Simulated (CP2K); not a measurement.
The system is TiSe.

```xyz
2
Lattice="3.4034 0.0000 0.0000 0.0000 3.4034 0.0000 0.0000 0.0000 3.4034" Properties=species:S:1:pos:R:3 pbc="T T T"
Ti    0.0000    0.0000    0.0000
Se    1.7017    1.7017    1.7017
```

The cell comes from a database or a generator and needn't be the stable form of this composition.

Program: CP2K 2026.2. Alike in all runs: potentials or basis POTENTIAL_UZH Ti GTH-PBE-q12, Se GTH-PBE-q6; TZVP-MOLOPT-PBE-GTH basis; no spin polarisation; cell as given; k mesh 8 × 8 × 8; smearing fermi-dirac 0.05 eV.

Question: Order these runs on this cell by their pressure, lowest first.
A. level PBEsol; points a segment of the path (NPOINTS) 8; bands added on the path 2
B. level optB88-vdW; cutoff of the non-local correlation (Ry) 300
C. level LDA; points a segment of the path (NPOINTS) 8; bands added on the path 2

Answer: C (-19.1 GPa), A (-17.2 GPa), B (-12.8 GPa).

Caveats: the potentials were made for another functional, which shifts forces and pressure; the basis of atomic orbitals isn't converged, which shifts pressures, moduli and gaps.

Not every run made on this cell is shown here.
